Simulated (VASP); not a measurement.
Here is a VASP 6.6.1 calculation.

INCAR

```
PREC = Accurate
ENCUT = 520
EDIFF = 1E-6
ISMEAR = -1
SIGMA = 0.05
LREAL = F
LASPH = T
NELM = 80
ALGO = Normal
ISIF = 2
LWAVE = F
LCHARG = F
LNONCOLLINEAR = T
MAGMOM = 0 0 0 0 0 0
LORBIT = 11
LSORBIT = T
GGA_COMPAT = F
LMAXMIX = 4
METAGGA = SCAN
LMIXTAU = T
```

The input KPOINTS:

```
Automatic mesh
0
Gamma
  7 7 7
```

File POSCAR:

```
AlRu
1.0
    2.9916000000      0.0000000000      0.0000000000
    0.0000000000      2.9916000000      0.0000000000
    0.0000000000      0.0000000000      2.9916000000
Ru Al
1 1
Direct
    0.5000000000      0.5000000000      0.5000000000
    0.0000000000      0.0000000000      0.0000000000
```

Contents of KPOINTS_OPT:

```
path GXMGRX,MR
10
line-mode
reciprocal
 0.0000000000  0.0000000000  0.0000000000  G
 0.0000000000  0.5000000000  0.0000000000  X

 0.0000000000  0.5000000000  0.0000000000  X
 0.5000000000  0.5000000000  0.0000000000  M

 0.5000000000  0.5000000000  0.0000000000  M
 0.0000000000  0.0000000000  0.0000000000  G

 0.0000000000  0.0000000000  0.0000000000  G
 0.5000000000  0.5000000000  0.5000000000  R

 0.5000000000  0.5000000000  0.5000000000  R
 0.0000000000  0.5000000000  0.0000000000  X

 0.5000000000  0.5000000000  0.0000000000  M
 0.5000000000  0.5000000000  0.5000000000  R
```

Potentials or basis: VASP PAW PBE potentials, release 64 (Ru_pv, Al).

Command:

```bash
$ cat potpaw_PBE.64/Ru_pv/POTCAR potpaw_PBE.64/Al/POTCAR > POTCAR
$ mpirun -np 1 vasp_ncl > vasp.out
```

**Question.** Estimate the pressure.

**Answer.** -5.6 GPa.

Caveat: the PAW data sets were made with another functional, which shifts forces and pressure a little.
